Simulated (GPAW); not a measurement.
The system is Ir.

```
Ir
1.0
     2.75138    0.00000    0.00000
    -1.37569    2.38276    0.00000
     0.00000    0.00000    4.46229
Ir
2
Cartesian
  0.0000 1.5885 1.1156
  1.3757 0.7943 3.3467
```

This isn't the form of Ir at room conditions, which is fcc.

Base run:

| Item | Value |
| --- | --- |
| Program | GPAW 26.7.0 |
| Functional | BLYP |
| Potentials or basis | PAW data sets generated in the run's folder for this functional |
| Cutoff | 600 eV |
| Basis | pw |
| k mesh | 11 × 11 × 6 |
| Occupations | fermi-dirac, width 0.05 eV |
| Spin | no spin polarisation |

Its results: pressure 13.2 GPa.

Question: The run is repeated on the same cell with these changes: functional from BLYP to r2SCAN; potentials or basis from PAW data sets generated in the run's folder for this functional to GPAW PAW data sets (gpaw-data 1.2.1). What comes out?

Answer: Pressure -7.3 GPa.

Caveats: the PAW data sets were made with another functional, which shifts forces and pressure a little (some runs).

Not every run made on this cell is shown here.
